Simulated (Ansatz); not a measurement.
**Equation of state of MgTe from a dense series**

```
CELL_PARAMETERS angstrom
4.54000 0.00000 0.00000
-2.27000 3.93176 0.00000
0.00000 0.00000 7.39500
ATOMIC_POSITIONS crystal
Mg 0.33333 0.66667 0.00000
Mg 0.66667 0.33333 0.50000
Te 0.33333 0.66667 0.37000
Te 0.66667 0.33333 0.87000
```

Atoms are numbered in the order listed.

The conventional cell has a = 4.540 Å, b = 4.540 Å, c = 7.395 Å, α = 90.00°, β = 90.00°, γ = 120.00°. Around Mg (atom 1) lie 4 Te at 2.74 to 2.79 Å. Around Te (atom 3) lie 4 Mg at 2.74 to 2.79 Å.

The cell is COD entry 1538744, as deposited and not checked against the literature; nothing was relaxed.

No spin–orbit coupling, which matters for the heavy atoms here.

Method: DFT, PBEsol, all-electron LAPW, scalar-relativistic in Ansatz 0.2.0.

Numerical set-up: a Γ-centred 10×10×6 k mesh, Fermi–Dirac smearing of 0.05 eV, basis error target 1 meV/atom, no spin polarisation.

The cell is scaled evenly. Fractional coordinates are held (clamped ions).

| V (Å³/atom) | P (GPa) |
| --- | --- |
| 31.020 | 3.11 |
| 31.681 | 2.13 |
| 32.341 | 1.24 |
| 32.671 | 0.83 |
| 33.001 | 0.44 |
| 33.331 | 0.07 |
| 33.661 | -0.28 |
| 34.981 | -1.52 |

**Question.** Fit a third-order Birch–Murnaghan curve to the pressures.

**Answer.** P = (3B0/2)(y^(7/2) − y^(5/2))[1 + (3/4)(B0′ − 4)(y − 1)] with y = (V0/V)^(2/3) fits within 0.01 GPa for V0 = 33.396 Å³/atom, B0 = 36.1 GPa and B0′ = 4.19.

**Question.** Predict the pressure at the withheld volume, 34.321 Å³/atom.

**Answer.** There y = 0.9820, so the fit gives -0.93 GPa; the run gave -0.93 GPa.
